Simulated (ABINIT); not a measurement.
Crystal: ZrC.

```
Zr C
1.0
     0.00000    2.36500    2.36500
     2.36500    0.00000    2.36500
     2.36500    2.36500    0.00000
Zr C
1 1
Direct
  0.50000 0.50000 0.50000
  0.00000 0.00000 0.00000
```

Base run:

| Property | Result |
| --- | --- |
| Program | ABINIT 10.8.3 (patched build) |
| Functional | RPBE |
| Potentials or basis | JTH PAW PBE v2.0 |
| Cutoff | 517 eV |
| k mesh | 10 × 10 × 10 |
| Occupations | fermi-dirac, width 0.05 eV |
| Spin | no spin polarisation |

Its results: band gap on the k mesh none (metal or under the smearing width); pressure 0.1 GPa.

**Question.** After a change of settings the same cell gave: band gap on the k mesh none (metal or under the smearing width); pressure -1.3 GPa. Which change was it?
A. functional from RPBE to BP86; spin from no spin polarisation to spin-orbit coupling, no magnetisation
B. functional from RPBE to WC
C. functional from RPBE to r2SCAN; cutoff from 517 eV to 626 eV; fine-grid cutoff from 1034.03 eV to 1224.51 eV
D. functional from RPBE to BP86

**Answer.** C.

Caveats: the PAW data sets were made with another functional, which shifts forces and pressure a little.

Runs at the PBE level aren't shown here.
